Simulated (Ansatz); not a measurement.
Crystal: SiC (Moissanite).

```
Si C
1.0
     3.07600    0.00000    0.00000
    -1.53800    2.66389    0.00000
     0.00000    0.00000    5.04800
Si C
2 2
Direct
  0.66667 0.33333 0.50000
  0.33333 0.66667 0.00000
  0.66667 0.33333 0.88500
  0.33333 0.66667 0.38500
```

```yaml
Program: Ansatz 0.2.0
Task: relaxation of cell and atoms
Functional: rPW86-PBE
Dispersion: rVV10
Potentials_or_basis: Ansatz PAW
Cutoff: "420 eV (not typed: the program's choice for these potentials)"
k_mesh: 10 × 10 × 5
Occupations: fermi-dirac, width 0.05 eV
Spin: no spin polarisation
```

At the start: volume 10.34 Å³/atom.

**Question.** How do energy, volume and symmetry change on relaxing?

**Answer.** It ends after 8 steps and the volume is 10.61 Å³/atom (+2.6 %); space group P6_3mc (No. 186, to 0.05 Å).

Step by step:
```tsv
step	energy change (eV)	largest force (eV/Å)	volume (Å³)
1	0.0000	0.7611	41.36
2	-0.0337	0.4060	41.93
3	-0.0513	0.0046	42.57
4	-0.0523	0.0042	42.43
5	-0.0523	0.0010	42.41
6	-0.0548	0.0011	42.41
7	-0.0547	0.0000	42.43
8	-0.0548	0.0000	42.43
```

Final structure:
```
CELL_PARAMETERS angstrom
3.10104 0.00000 0.00000
-1.55052 2.68558 0.00000
0.00000 0.00000 5.09431
ATOMIC_POSITIONS crystal
Si 0.66667 0.33333 0.50466
Si 0.33333 0.66667 0.00466
C 0.66667 0.33333 0.88034
C 0.33333 0.66667 0.38034
```

Caveat: the plane-wave basis is chosen anew once the cell has moved, so the energies of steps on either side of that aren't comparable; the pressure holds a Pulay correction of +0.3 GPa for the finite cutoff; the PAW data sets come from PBE, with cores solved anew for the run's functional, which leaves a small shift of forces and pressure.
